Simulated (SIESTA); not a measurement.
PbSe (Clausthalite):

```
CELL_PARAMETERS angstrom
0.00000 3.06065 3.06065
3.06065 0.00000 3.06065
3.06065 3.06065 0.00000
ATOMIC_POSITIONS crystal
Pb 0.00000 0.00000 0.00000
Se 0.50000 0.50000 0.50000
```

```yaml
Program: SIESTA 5.4.2
Task: relaxation of cell and atoms
Functional: RPBE
Potentials_or_basis: PseudoDojo 0.4 standard (PBE files)
Basis: DZP (energy shift 0.002 Ry)
Grid_cutoff: 500 Ry
Energy_shift: 0.002 Ry
k_mesh: 8 × 8 × 8
Occupations: fermi-dirac, width 0.05 eV
Spin: no spin polarisation
```

At the start: pressure 6.0 GPa; volume 28.67 Å³/atom.

Where does the relaxation end?

Over 4 steps the energy falls by 58.1 meV/atom and the volume is 32.14 Å³/atom (+12.1 %); space group Fm-3m (No. 225, to 0.05 Å).

Step by step:
```
step  energy change (eV)  largest force (eV/Å)  pressure (GPa)  volume (Å³)
   1              0.0000                0.0000            5.98        57.34
   2             -0.0111                0.0000            5.66        57.65
   3             -0.1149                0.0000            0.51        63.65
   4             -0.1161                0.0000            0.09        64.27
```

Final structure:
```
CELL_PARAMETERS angstrom
0.00189 3.18028 3.18028
3.18028 0.00189 3.18028
3.18028 3.18028 0.00189
ATOMIC_POSITIONS crystal
Pb 0.00000 0.00000 0.00000
Se 0.50000 0.50000 0.50000
```

Caveat: semicore shells carry a single zeta, which can move pressures by several GPa and volumes by a few percent; the potentials were made for another functional, which shifts forces and pressure; the volume moved by +12 % from the deposited cell, more than functionals usually miss; the basis of atomic orbitals isn't converged, which shifts pressures, moduli and gaps.
